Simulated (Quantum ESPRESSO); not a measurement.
WC: Wannier functions under several settings

```
CELL_PARAMETERS angstrom
1.64035 -2.11804 0.00000
1.64035 2.11804 0.00000
0.00000 0.00000 4.30942
ATOMIC_POSITIONS crystal
W 0.50000 0.50000 0.50000
C 0.00000 0.00000 0.00000
```

The cell was built by a generator and needn't be a form met in nature.

All runs used Quantum ESPRESSO 7.5; potentials PseudoDojo 0.4.1 SR PBEsol standard; k mesh 8 × 8 × 5; given cell; no spin polarisation; cutoff 1116 eV; occupations fermi-dirac, width 0.05 eV.

```csv
level,start,Wannier mesh,spread a function (Å²),RMS miss of the bands (meV)
PBEsol,atomic projections with disentanglement,6 × 6 × 4,1.11,11
PBEsol,"atomic projections with disentanglement, not minimised",6 × 6 × 4,?,?
PBEsol,SCDM with an erfc weight,6 × 6 × 4,1.93,34
```

Question: What stands in the row left open?

Answer: Spread a function 1.53 Å²; RMS miss of the bands 33 meV.

Caveats: the Wannier minimisation didn't converge (some runs).

